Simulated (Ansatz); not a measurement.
# InSe: do energies and stresses tell the same story?

These are results of DFT PBE+D3(BJ), scalar-relativistic, plane waves, PAW in Ansatz, not measurements.

Settings: cutoff 420 eV, Γ-centred mesh 12×12×2 on the computed 8-atom cell, Gaussian smearing of 0.01 eV; no spin polarisation.

Relaxed cell: P-6m2, a = 4.036 Å, b = 4.036 Å, c = 16.622 Å, α = 90.00°, β = 90.00°, γ = 120.00°, 8 atoms in the primitive cell.

Energies at zero smearing and pressures from the stress tensor, at volumes with shape and atoms relaxed:
| V (Å³/atom) | E − E(first) (meV/atom) | P (GPa) |
| --- | --- | --- |
| 25.788 | 0.00 | 5.28 |
| 26.667 | -23.93 | 3.50 |
| 27.546 | -38.99 | 2.04 |
| 28.425 | -46.89 | 0.89 |
| 29.304 | -49.18 | -0.01 |
| 30.183 | -47.25 | -0.71 |
| 31.062 | -42.49 | -1.07 |
| 32.235 | -33.68 | -1.30 |

Question: Check P = −dE/dV between neighbouring volumes, and get the bulk modulus from the pressures alone.

Answer: With 1 eV/Å³ = 160.2 GPa:
```json
{"middle V (Å³/atom)": "26.227", "−ΔE/ΔV (GPa)": "4.361", "mean P (GPa)": "4.389"}
{"middle V (Å³/atom)": "27.106", "−ΔE/ΔV (GPa)": "2.744", "mean P (GPa)": "2.770"}
{"middle V (Å³/atom)": "27.986", "−ΔE/ΔV (GPa)": "1.440", "mean P (GPa)": "1.464"}
{"middle V (Å³/atom)": "28.865", "−ΔE/ΔV (GPa)": "0.418", "mean P (GPa)": "0.439"}
{"middle V (Å³/atom)": "29.744", "−ΔE/ΔV (GPa)": "-0.353", "mean P (GPa)": "-0.356"}
{"middle V (Å³/atom)": "30.623", "−ΔE/ΔV (GPa)": "-0.867", "mean P (GPa)": "-0.886"}
{"middle V (Å³/atom)": "31.649", "−ΔE/ΔV (GPa)": "-1.204", "mean P (GPa)": "-1.185"}
```

The two differ by 0.03 GPa at most. The mean of two end pressures misses the average over a step by about ΔV² P″/12, up to 0.04 GPa here; with that taken off 0.03 GPa remains, from the finite cutoff, the mesh or the relaxation's tolerance. Around V = 29.304 Å³/atom, the two neighbours give B = −V ΔP/ΔV = 29.304 × 1.59 / 1.758 = 26.5 GPa, against B0 = 24.0 GPa from the Birch–Murnaghan fit of the energies, which describes these points poorly (B0' = 9.4).